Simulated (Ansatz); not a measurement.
Calculated with Ansatz (gas phase, PBE0-D4/def2-TZVP geometries, no zero-point term in ΔE). CCSD(T)/CBS adds triple-zeta CCSD(T) − MP2 to the extrapolated MP2 energy (def2 sets, frozen cores). This one scheme is used for every species. One conformer a species, not always the lowest.

`CC(C)O[SiH]` → `[SiH2]` + `CC(C)=O`  (β-hydride elimination)

`CC(C)O[SiH]`:

Cartesian coordinates in Å:
```
C 0.361 0.710 1.258
C -0.293 -0.062 0.133
C -0.693 0.823 -1.027
O 0.632 -1.039 -0.343
Si 0.318 -2.655 -0.283
H 0.630 0.042 2.079
H 1.270 1.200 0.901
H -0.318 1.474 1.643
H -1.185 -0.579 0.519
H 0.187 1.316 -1.447
H -1.397 1.590 -0.698
H -1.168 0.236 -1.816
H 1.655 -3.056 -0.918
```

`[SiH2]`:

Cartesian coordinates in Å:
```
Si -0.242 -0.203 0.638
H 0.868 0.730 0.165
H -0.626 -0.527 -0.803
```

`CC(C)=O`:

Cartesian coordinates in Å:
```
C 1.048 0.683 0.312
C -0.195 -0.118 0.599
C -0.954 -0.626 -0.598
O -0.562 -0.340 1.726
H 1.717 0.130 -0.353
H 0.779 1.607 -0.208
H 1.561 0.924 1.241
H -0.335 -1.338 -1.153
H -1.873 -1.115 -0.279
H -1.184 0.193 -1.284
```

```json
{"species": "`CC(C)O[SiH]`", "CCSD/CBS(def2) energy (Eh)": "-483.17625"}
{"species": "`[SiH2]`", "CCSD/CBS(def2) energy (Eh)": "-290.18637"}
{"species": "`CC(C)=O`", "CCSD/CBS(def2) energy (Eh)": "-192.90891"}
```

**Question.** Work out ΔE.

**Answer.** ΔE = (-290.18637) + (-192.90891) − (-483.17625) = 0.08097 Eh = +212.6 kJ/mol. CCSD(T)/CBS gives +216.1 kJ/mol.

**Question.** What do rigid-rotor, harmonic-oscillator terms from PBE0-D4/def2-TZVP frequencies (298.15 K, 1 bar) make of the CCSD(T)/CBS value? (Best estimate.)

**Answer.** The calculation gave: ΔZPE = -27.5 kJ/mol, ΔH = +194.7 kJ/mol, ΔS = 168 J/(mol·K), ΔG = +144.5 kJ/mol. Modes under 50 cm⁻¹ make the entropy rough.

Largest T1 diagnostic among the species: 0.014.

At CCSD(T), def2-SVP lies −25.1 kJ/mol from the extrapolated value and def2-TZVPP −6.7 kJ/mol. The D4 term adds +16.1 kJ/mol with B3LYP and +8.9 kJ/mol with PBE0; it sums over pairs of atoms, weighted by their polarisabilities, and B3LYP, whose exchange is more repulsive, gets the larger term. From PBE to PBE0 (25 % exact exchange), in def2-TZVPP and without D4, ΔE moves by +8.9 kJ/mol.

B3LYP here is the variant with VWN-RPA as its local correlation; programs differ in this.
